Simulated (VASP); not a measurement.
Write the native input for VASP 6.6.1 that does the following.

- Task: relaxation of cell and atoms
- Functional: PBEsol
- Potentials or basis: VASP PAW PBE potentials, release 64 (Cs_sv, Ag, Bi_d, Br)
- Cutoff: 600 eV
- k mesh: 4 × 4 × 4
- Occupations: gaussian, width 0.03 eV
- Spin: no spin polarisation
- Further INCAR settings: ALGO = Normal; EDIFF = 1e-07; IBRION = 2; EDIFFG = -0.005; NSW = 90; ISIF = 3

The structure of Cs2AgBiBr6 lies in POSCAR:

```
Cs2AgBiBr6                              
1.0
   -0.0000000000      5.5936098691      5.5936098691
    5.5936098691     -0.0000000000      5.5936098691
    5.5936098691      5.5936098691      0.0000000000
  Cs              Ag              Bi              Br            
     2     1     1     6
Direct
     0.2500000000000000    0.2500000000000000    0.2500000000000000
     0.7500000000000000    0.7500000000000000    0.7500000000000000
     0.5000000000000000    0.5000000000000000    0.5000000000000000
     0.0000000000000000    0.0000000000000000    1.0000000000000000
     0.2539881987594058    0.7460118012405942    0.2539881987594058
     0.2539881987594058    0.7460118012405942    0.7460118012405942
     0.7460118012405942    0.2539881987594058    0.7460118012405942
     0.7460118012405942    0.2539881987594058    0.2539881987594058
     0.2539881987594058    0.2539881987594058    0.7460118012405942
     0.7460118012405942    0.7460118012405942    0.2539881987594058
```

The input as run:

INCAR

```
SYSTEM = Cs2AgBiBr6
PREC = Accurate ; ENCUT = 600
EDIFF = 1E-7 ; ISMEAR = 0
SIGMA = 0.03 ; LREAL = .FALSE.
LASPH = .TRUE. ; NELM = 80
ALGO = Normal ; ISIF = 3
LWAVE = .FALSE. ; LCHARG = .FALSE.
GGA = PS ; IBRION = 2
NSW = 90 ; EDIFFG = -0.005
KPAR = 2
```

KPOINTS

```
Automatic mesh
0
G
  4 4 4
  0 0 0
```

Potentials or basis: VASP PAW PBE potentials, release 64 (Cs_sv, Ag, Bi_d, Br).

Launch:

```sh
$ cat potpaw_PBE.64/Cs_sv/POTCAR potpaw_PBE.64/Ag/POTCAR potpaw_PBE.64/Bi_d/POTCAR potpaw_PBE.64/Br/POTCAR > POTCAR
$ mpirun -np 2 vasp_std > vasp.out
```

Results of the run:

```json
{
  "Pressure after relaxing": "0.0 GPa",
  "Band gap on the k mesh": "1.10 eV, indirect (least direct gap 2.33 eV)"
}
```

Caveat: the relaxation stopped at its first step, so nothing moved; the PAW data sets were made with another functional, which shifts forces and pressure a little; spin-orbit coupling is left out, which as a rule narrows the gap of such compounds by several tenths of an eV.

It took 100 s on 2 MPI ranks on Intel(R) Xeon(R) 6975P-C (Granite Rapids), with other jobs on the host, peak memory 0.67 GiB a rank.
